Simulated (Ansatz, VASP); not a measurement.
**InSb3: VASP beside Ansatz**

```
In Sb
1.0
     0.00000    3.75183    3.75183
     3.75183    0.00000    3.75183
     3.75183    3.75183    0.00000
In Sb
1 3
Direct
  0.00000 0.00000 0.00000
  0.25000 0.25000 0.25000
  0.75000 0.75000 0.75000
  0.50000 0.50000 0.50000
```

Alike in both runs: task single point; functional PBE; k mesh 10 × 10 × 10; occupations gaussian, width 0.1 eV; no spin polarisation.

|  | VASP | Ansatz |
| --- | --- | --- |
| version | VASP 6.6.1 | Ansatz 0.2.0 |
| potentials or method | VASP PAW PBE potentials, release 64 (In_d, Sb) | scalar-relativistic, plane waves, PAW |
| plane-wave cutoff (eV) | 520 | 420 |
| valence electrons in the cell | 28 | 58 |

```csv
,VASP,Ansatz,Ansatz less VASP
gap on the k mesh at the Fermi level (eV),none,none,-
pressure (GPa),1.7,1.8,+0.09
```

A gap of «none» marks a metal or a gap that the smearing closes. The two sets of potentials don't hold the same shells in valence.

Spin-orbit coupling is left out, which matters for the levels of Sb.
